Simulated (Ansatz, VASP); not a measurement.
## LiCl: VASP beside Ansatz

```xyz
2
Lattice="0.0000 2.5648 2.5648 2.5648 0.0000 2.5648 2.5648 2.5648 0.0000" Properties=species:S:1:pos:R:3 pbc="T T T"
Cl    2.5648    2.5648    2.5648
Li    0.0000    0.0000    0.0000
```

Alike in both runs: functional revPBE; k mesh 5 × 5 × 5; occupations fermi-dirac, width 0.05 eV; no spin polarisation.

|  | VASP | Ansatz |
| --- | --- | --- |
| version | VASP 6.6.1 | Ansatz 0.2.0 |
| potentials or method | VASP PAW PBE potentials, release 64 (Cl, Li_sv) | Ansatz PAW |
| plane-wave cutoff (eV) | 520 | 420 |
| valence electrons in the cell | 10 | 10 |
| task | single point | projected density of states |

|  | VASP | Ansatz | Ansatz less VASP |
| --- | --- | --- | --- |
| gap on the k mesh at the Fermi level (eV) | 6.54 | 6.53 | -0.014 |
| least direct gap on the mesh (eV) | 6.54 | 6.53 | -0.014 |

Caveats: the k mesh is coarse (spacing up to 0.42 Å⁻¹), so the values aren't converged; odd divisions of the mesh miss points on the zone boundary, where band edges often lie, so the gap on the mesh can be too wide (Ansatz); the density of states is complete only up to the lowest level of the last band computed (Ansatz). A hybrid or GW would open this gap; revPBE tends to underestimate it.
